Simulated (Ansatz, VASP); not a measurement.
This is a calculation of Cu for VASP 6.6.1.

The input INCAR:

```
SYSTEM = Cu
PREC     = Accurate       ! precision mode
ENCUT    = 520            ! plane-wave cutoff, eV
EDIFF    = 1E-6           ! SCF threshold, eV
ISMEAR   = -1             ! smearing method
SIGMA    = 0.05           ! smearing width, eV
LREAL    = .FALSE.        ! projectors in reciprocal space
LASPH    = .TRUE.         ! aspherical terms in the spheres
NELM     = 60             ! most SCF steps
ALGO     = Normal         ! electronic algorithm
ISIF     = 2              ! what is computed and relaxed
LWAVE    = .FALSE.        ! write WAVECAR
LCHARG   = .FALSE.        ! write CHGCAR
NBANDS   = 12             ! bands
```

Contents of KPOINTS:

```
regular mesh
0
G
  13 13 13
  0 0 0
```

File POSCAR:

```
Cu
1.0
   -1.4617796199      1.4617796199      1.3941898615
    1.4617796199     -1.4617796199      1.3941898615
    1.4617796199      1.4617796199     -1.3941898615
Cu
1
Direct
    0.0000000000      0.0000000000      0.0000000000
```

Potentials or basis: VASP PAW LDA potentials, release 64 (Cu).

Command:

```sh
$ cat potpaw_LDA.64/Cu/POTCAR > POTCAR
$ mpirun -np 1 vasp_std > vasp.out
```

Problem. Translate it to Ansatz 0.2.0. Potentials there: all-electron LAPW, scalar-relativistic.

Solution. As run (the cutoff follows the program's own potentials):

Contents of input.yaml:

```yaml
crystal:
  lattice:
    - [-1.4617796199, 1.4617796199, 1.3941898615]
    - [1.4617796199, -1.4617796199, 1.3941898615]
    - [1.4617796199, 1.4617796199, -1.3941898615]
  atoms:
    - { symbol: Cu, position: [0.0, 0.0, 0.0] }
kpoints:
  mp_grid: { grid: [13, 13, 13] }
scf:
  occupations: { method: fermi_dirac, width: 0.05 }
hamiltonian:
  xc: lda
  pseudopotentials: { kind: all_electron, lapw: { basis_error: 0.001 } }
output:
  forces: true
  stress: true
  eigenvalues: true
```

Potentials or basis: all-electron LAPW, scalar-relativistic.

Launch:

```console
$ ansatz run input.yaml --threads 1 --pin off --max-ram 3072MiB --backend cpu --events-out ev --progress --plain --runs-dir out
```

Both were run:

|  | VASP | Ansatz | Ansatz less VASP |
| --- | --- | --- | --- |
| gap on the k mesh at the Fermi level (eV) | none | none | - |
| pressure (GPa) | -12.1 | -12.9 | -0.84 |
| largest component of the traceless stress (GPa) | 0.44 | 0.42 | -0.025 |

A gap of «none» marks a metal or a gap that the smearing closes. Ansatz ran all-electron here, so the differences hold the error of VASP's frozen core and of both bases.
